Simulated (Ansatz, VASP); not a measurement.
Re in VASP and in Ansatz

```xyz
1
Lattice="0.0000 1.9750 1.9750 1.9750 0.0000 1.9750 1.9750 1.9750 0.0000" Properties=species:S:1:pos:R:3 pbc="T T T"
Re    0.0000    0.0000    0.0000
```

This isn't the form of Re at room conditions, which is hcp.

Alike in both runs: task single point; functional PBE; k mesh 14 × 14 × 14; occupations gaussian, width 0.05 eV; no spin polarisation.

```csv
,VASP,Ansatz
version,VASP 6.6.1,Ansatz 0.2.0
potentials or method,"VASP PAW PBE potentials, release 64 (Re)","scalar-relativistic, plane waves, PAW"
plane-wave cutoff (eV),520,420
valence electrons in the cell,7,15
```

```tsv
	VASP	Ansatz	Ansatz less VASP
gap on the k mesh at the Fermi level (eV)	none	none	-
pressure (GPa)	-9.9	-9.2	+0.70
```

A gap of «none» marks a metal or a gap that the smearing closes. The functional is the same, so the differences come from potentials, cutoffs and numerics. The two sets of potentials don't hold the same shells in valence.

Spin-orbit coupling is left out, which matters for the levels of Re.
